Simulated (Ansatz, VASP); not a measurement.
## KF (Carobbiite): VASP beside Ansatz

One calculation is typed for both programs; each brings its own data sets and cutoff. How far apart do they land? The cell is taken from a series of VASP runs on this material, whose earlier steps may have relaxed, scaled or displaced it; both programs get it as it stands.

Program: Ansatz 0.2.0. Level of theory: plane waves, with VASP 6.6.1 beside it; band structure at r2SCAN-EpsX with an exact-exchange share of 0.495. Results are calculated unless marked as measured.

### 1. Set-up

Symmetry: Fm-3m, No. 225, cubic system. Conventional cell: a = 5.347 Å, b = 5.347 Å, c = 5.347 Å, α = 90.00°, β = 90.00°, γ = 90.00°. Nearest to K lie 6 F at 2.67 Å. F has 6 K at 2.67 Å nearest. Farther neighbours and most contacts between anions are not listed.

### 2. VASP: band structure, r2SCAN-EpsX with an exact-exchange share of 0.495

Levels along a path test the potential and the projectors away from the mesh points.

Lines of VASP's logs that name or quote its potential files are left out, and so is its time.

The run reads the wave functions of an earlier VASP run, which isn't shown here.

File INCAR:

```
SYSTEM = KF
PREC = Accurate
ENCUT = 460
EDIFF = 1E-06
NELM = 100
ISMEAR = 0
SIGMA = 0.03
LREAL = .FALSE.
ALGO = Normal
LHFCALC = .TRUE.
AEXX = 0.495
METAGGA = R2SCAN
LASPH = .TRUE.
NBANDS = 14
PRECFOCK = Fast
HFRCUT = -1
LORBIT = 11
LWAVE = .FALSE.
LCHARG = .FALSE.
KPAR = 4
```

File POSCAR:

```
KF
1.0
    0.0000000000      2.6735000000      2.6735000000
    2.6735000000      0.0000000000      2.6735000000
    2.6735000000      2.6735000000      0.0000000000
K F
1 1
Direct
    0.0000000000      0.0000000000      0.0000000000
    0.5000000000      0.5000000000      0.5000000000
```

File KPOINTS:

```
Automatic mesh
0
Gamma
5 5 5
0 0 0
```

File KPOINTS_OPT:

```
Line mode
10
Line-mode
Reciprocal
  0.00000000   0.00000000   0.00000000 GAMMA
  0.50000000   0.00000000   0.50000000 X

  0.50000000   0.00000000   0.50000000 X
  0.50000000   0.25000000   0.75000000 W

  0.50000000   0.25000000   0.75000000 W
  0.37500000   0.37500000   0.75000000 K

  0.37500000   0.37500000   0.75000000 K
  0.00000000   0.00000000   0.00000000 GAMMA

  0.00000000   0.00000000   0.00000000 GAMMA
  0.50000000   0.50000000   0.50000000 L

  0.50000000   0.50000000   0.50000000 L
  0.62500000   0.25000000   0.62500000 U

  0.62500000   0.25000000   0.62500000 U
  0.50000000   0.25000000   0.75000000 W

  0.50000000   0.25000000   0.75000000 W
  0.50000000   0.50000000   0.50000000 L

  0.50000000   0.50000000   0.50000000 L
  0.37500000   0.37500000   0.75000000 K

  0.62500000   0.25000000   0.62500000 U
  0.50000000   0.00000000   0.50000000 X
```

PAW data sets: K_sv and F (PBE family, release 64).

The run is started by

```console
$ mpirun -np 4 vasp_std
```

Numbers of over 12 decimals in the logs are rounded to 6 here.

Output:

```text
[banner, memory and clock lines left out]
running    4 mpi-ranks, on    1 nodes
 distrk:  each k-point on    1 cores,    4 groups
 distr:  one band on    1 cores,    1 groups

 POSCAR found type information on POSCAR K F
 POSCAR found :  2 types and       2 ions
|                                                                             |
|               ----> ADVICE to this user running VASP <----                  |
|                                                                             |
|     You enforced a specific xc type in the INCAR file but a different       |
|     [... a line on the potential file left out ...]
|     I HOPE YOU KNOW WHAT YOU ARE DOING!                                     |
|                                                                             |

 LDA part: xc-table for (None), standard interpolation
 found WAVECAR, reading the header
 POSCAR, INCAR and KPOINTS ok, starting setup
 FFT: planning ... GRIDC
 FFT: planning ... GRID_SOFT
 FFT: planning ... GRID
 HFRCUT set to (new)   10.447940
 reading WAVECAR
 the WAVECAR file was read successfully
 initial charge from wavefunction
 entering main loop
       N       E                     dE             d eps       ncg     rms          rms(c)
DAV:   1    -0.160883046210E+02   -0.16088E+02   -0.12178E+00   292   0.156E+01    0.373E+00
DAV:   2    -0.160909920901E+02   -0.26875E-02   -0.94752E-02   364   0.324E+00    0.229E+00
DAV:   3    -0.160695179847E+02    0.21474E-01   -0.56409E-02   322   0.193E+00    0.125E+00
DAV:   4    -0.160726096234E+02   -0.30916E-02   -0.11662E-02   304   0.810E-01    0.765E-01
DAV:   5    -0.160717489077E+02    0.86072E-03   -0.55259E-04   358   0.250E-01    0.462E-01
DAV:   6    -0.160713020199E+02    0.44689E-03   -0.11002E-03   316   0.300E-01    0.273E-01
DAV:   7    -0.160713313150E+02   -0.29295E-04   -0.25042E-04   310   0.141E-01    0.166E-01
DAV:   8    -0.160713084122E+02    0.22903E-04   -0.81259E-06   322   0.345E-02    0.985E-02
DAV:   9    -0.160712994290E+02    0.89831E-05   -0.14820E-05   322   0.327E-02    0.567E-02
DAV:  10    -0.160713002725E+02   -0.84353E-06   -0.41746E-06   322   0.169E-02
   1 F= -.16071300E+02 E0= -.16071300E+02  d E =-.124560E-20
 Start KPOINTS_OPT (optional k-point list driver)
k-point batch [1-10\100]
       N       E                     dE             ncg
DAV:   1    -0.116154231704E+04   -0.40073E+04      280
DAV:   2    -0.265378316905E+04   -0.14922E+04      370
DAV:   3    -0.274892021762E+04   -0.95137E+02      316
DAV:   4    -0.275166007042E+04   -0.27399E+01      426
DAV:   5    -0.275171730435E+04   -0.57234E-01      346
DAV:   6    -0.275171833851E+04   -0.10342E-02      420
DAV:   7    -0.275171837272E+04   -0.34219E-04      358
DAV:   8    -0.275171837305E+04   -0.32349E-06      188
[...]
k-point batch [91-100\100]
       N       E                     dE             ncg
DAV:   1    -0.139114739494E+04   -0.72891E+04      280
DAV:   2    -0.269137436691E+04   -0.13002E+04      346
DAV:   3    -0.276175115210E+04   -0.70377E+02      384
DAV:   4    -0.276370899897E+04   -0.19578E+01      422
DAV:   5    -0.276375563217E+04   -0.46633E-01      364
DAV:   6    -0.276375657504E+04   -0.94287E-03      390
DAV:   7    -0.276375659796E+04   -0.22924E-04      358
DAV:   8    -0.276375659836E+04   -0.40122E-06      256
```

Parts of OUTCAR (step 2):

```text
ion  position               nearest neighbor table
   1  0.000  0.000  0.000-   2 2.67   2 2.67   2 2.67   2 2.67   2 2.67   2 2.67
   2  0.500  0.500  0.500-   1 2.67   1 2.67   1 2.67   1 2.67   1 2.67   1 2.67

  LATTYP: Found a face centered cubic cell.
 ALAT       =     5.3470000000

 Subroutine GETGRP returns: Found 48 space group operations
 (whereof 48 operations were pure point group operations)

The static configuration has the point symmetry O_h .

 Found     10 irreducible k-points:

   k-points           NKPTS =     10   k-points in BZ     NKDIM =    125   number of bands    NBANDS=     14

   dimension x,y,z NGX =    28 NGY =   28 NGZ =   28
   dimension x,y,z NGXF=    56 NGYF=   56 NGZF=   56

   ENCUT  =  460.0 eV  33.81 Ry    5.81 a.u.   6.61  6.61  6.61*2*pi/ulx,y,z

   NELECT =      16.0000    total number of electrons

 k-points in reciprocal lattice and weights: Automatic mesh
   0.00000000  0.00000000  0.00000000       0.008
   0.20000000  0.00000000  0.00000000       0.064
   0.40000000  0.00000000  0.00000000       0.064
   0.20000000  0.20000000  0.00000000       0.048
   0.40000000  0.20000000  0.00000000       0.192
  -0.40000000  0.20000000  0.00000000       0.192
  -0.20000000  0.20000000  0.00000000       0.096
   0.40000000  0.40000000  0.00000000       0.048
  -0.40000000  0.40000000  0.00000000       0.096
  -0.40000000  0.40000000  0.20000000       0.192

  exchange ACFDT corr.  =         0.00000000  see jH, gK, PRB 81, 115126

 average (electrostatic) potential at core
       1 -27.2682       2 -64.4078

 E-fermi :  -6.8948

 k-point     1 :       0.0000    0.0000    0.0000
  band No.  band energies     occupation
    ...
      4     -16.6820      2.00000
      5     -16.6820      2.00000
      6      -7.0854      2.00000
      7      -7.0854      2.00000
      8      -7.0852      2.00000
      9       4.7324      0.00000
     10      10.0583      0.00000
     11      10.0583      0.00000
     12      10.0583      0.00000
     13      12.1793      0.00000
    ...

 k-point     2 :       0.2000    0.0000    0.0000
  band No.  band energies     occupation
    ...
      4     -16.6917      2.00000
      5     -16.6917      2.00000
      6      -7.3842      2.00000
      7      -7.2117      2.00000
      8      -7.2115      2.00000
      9       5.8057      0.00000
     10       9.3068      0.00000
     11      10.6437      0.00000
     12      10.6437      0.00000
     13      12.6054      0.00000
    ...

 k-point     3 :       0.4000    0.0000    0.0000
  band No.  band energies     occupation
    ...
      4     -16.7068      2.00000
      5     -16.7068      2.00000
      6      -7.8065      2.00000
      7      -7.4094      2.00000
      8      -7.4093      2.00000
      9       7.6742      0.00000
     10       9.0888      0.00000
     11      11.6270      0.00000
     12      11.6271      0.00000
     13      14.0064      0.00000
    ...

  energy-cutoff  :      460.00
  volume of cell :       38.22
      direct lattice vectors                 reciprocal lattice vectors
     0.000000000  2.673500000  2.673500000    -0.187020759  0.187020759  0.187020759
     2.673500000  0.000000000  2.673500000     0.187020759 -0.187020759  0.187020759
     2.673500000  2.673500000  0.000000000     0.187020759  0.187020759 -0.187020759

 POSITION                                       TOTAL-FORCE (eV/Angst)
 -----------------------------------------------------------------------------------
      0.00000      0.00000      0.00000        -0.000000     -0.000000      0.000000
      2.67350      2.67350      2.67350         0.000000      0.000000     -0.000000
 -----------------------------------------------------------------------------------
    total drift:                               -0.000000     -0.000000      0.000000

  FREE ENERGIE OF THE ION-ELECTRON SYSTEM (eV)
  ---------------------------------------------------
  free  energy   TOTEN  =       -16.0713002725 eV

  energy  without entropy=      -16.0713002725  energy(sigma->0) =      -16.07130027

 total charge
# of ion       s       p       d       tot
------------------------------------------
    1        1.958   5.703   0.018   7.679
    2        1.754   4.424   0.000   6.178
--------------------------------------------------
tot          3.712  10.127   0.018  13.857

[... 3 further parts left out ...]
```

[end of part 1 of 2]

[Lines on the potential files, build, host, timing and source positions are cut from VASP's logs without a mark.]

[Logs are printed without paths, hosts, clocks, repeated set-up lines and the standing remarks that a program may print on its own settings, such as how far it seeks lower states.]

[Hosts, paths, dates, database ids (printed as entryN), source tags and the programs' standing remarks are cut or masked in the printed files.]
